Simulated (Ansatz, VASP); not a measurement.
# One calculation of Au, two programs

```
Au
1.0
     3.98195    0.00000    0.00000
     0.00000    3.98195    0.00000
     0.00000    0.00000    3.98195
Au
3
Direct
  0.50000 0.00000 0.00000
  0.00000 0.50000 0.00000
  0.00000 0.00000 0.50000
```

The cell was built by a generator and needn't be a form met in nature.

Alike in both runs: task relaxation of cell and atoms; functional PBE; k mesh 7 × 7 × 7; occupations fermi-dirac, width 0.05 eV; no spin polarisation.

|  | VASP | Ansatz |
| --- | --- | --- |
| version | VASP 6.6.1 | Ansatz 0.2.0 |
| potentials or method | VASP PAW PBE potentials, release 64 (Au) | Ansatz PAW |
| plane-wave cutoff (eV) | 600 | 420 |
| valence electrons in the cell | 33 | 57 |

VASP gave:

```
gap on the k mesh at the Fermi level, each at its own relaxed structure (eV) : none
relaxed volume (Å³/atom)                                                     : 21.02
relaxed cell length with the largest relative difference (Å)                 : 3.980
```

Q: What did Ansatz give for the same quantities?

A: gap on the k mesh at the Fermi level, each at its own relaxed structure (eV): none; relaxed volume (Å³/atom): 21.05; relaxed cell length with the largest relative difference (Å): 3.982.

A gap of «none» marks a metal or a gap that the smearing closes. The two sets of potentials don't hold the same shells in valence.

Caveats: the plane-wave basis is chosen anew once the cell has moved, so the energies of steps on either side of that aren't comparable (Ansatz). Spin-orbit coupling is left out, which matters for the levels of Au.
